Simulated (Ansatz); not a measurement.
LiF: band gap against volume per atom

Band levels at named k points (names of the unstrained cell) at fixed atoms, from the valence top (v1 top filled band, c1 lowest empty), gap the least over mesh, points and any path between them, spin-unpolarised plane waves, DDH-PBE0 mixes 1/eps_inf of exact exchange. The results are calculated, by Ansatz 0.2.0.

Cell of the first row (space group Fm-3m, No. 225):
```
cell vectors (Å)
   0.0000     1.9151     1.9151
   1.9151     0.0000     1.9151
   1.9151     1.9151     0.0000
atoms (fractions of the cell vectors)
Li  0.00000  0.00000  0.00000
F   0.50000  0.50000  0.50000
```

Settings of every row: periodic directions 3; functional PBE; spin orbit no; potentials PAW; wave cutoff 420 eV; k mesh 10x10x10; smearing width 0.02 eV.

Point:
| name | a (fraction of the reciprocal vector) | b (fraction of the reciprocal vector) | c (fraction of the reciprocal vector) |
| --- | --- | --- | --- |
| Gamma | 0 | 0 | 0 |
| X | 0.5 | 0 | 0.5 |
| U | 0.625 | 0.25 | 0.625 |
| K | 0.375 | 0.375 | 0.75 |
| L | 0.5 | 0.5 | 0.5 |
| W | 0.5 | 0.25 | 0.75 |
| extra_v | -0.0625 | 0 | 0.0625 |

Limits: semilocal functionals tend to give too small a gap.

| row | volume per atom (Å³) | band gap (eV) | least direct gap (eV) |
| --- | --- | --- | --- |
| 1 | 7.024 | ? | ? |
| 2 | 7.245 | 10.238 | 10.24 |
| 3 | 7.939 | 9.347 | 9.348 |
| 4 | 8.179 | 9.077 | 9.078 |
| 5 | 8.425 | 8.82 | 8.821 |
| 6 | 8.675 | 8.574 | 8.575 |
| 7 | 9.309 | 8.018 | 8.019 |
| 8 | 9.45 | 7.906 | 7.906 |

Question: what band gap should row 1 give?

Worked fit of band gap. Take t = volume per atom − 8.5, in Å³. The shown rows have t = -1.255, -0.561, -0.321, -0.075, 0.175, 0.809, 0.95. Least squares give band gap = 8.7407 − 1.01118 × t + 0.14325 × t² eV; a straight line predicts inner rows, each left out in turn, worse (root mean square 0.073 against 0.0058 eV). The rows lie off it by 0.003, -0.006, -0.003, 0.003, 0.006, 0.002, -0.003 (root mean square 0.004 eV), a smooth pattern that one more power would take up: the form is only approximate. The withheld row has t = -1.476, so the fit gives 8.7407 − 1.01118 × (-1.476) + 0.14325 × (-1.476)² = 10.545 eV.

The calculation gave 10.565 eV. The fit lies 0.020 eV (0.75 % of the column's range) below it; its largest miss of a shown row is 0.006 eV. This row lies beyond the range of the fit.

The other values of row 1: least direct gap 10.567 eV.
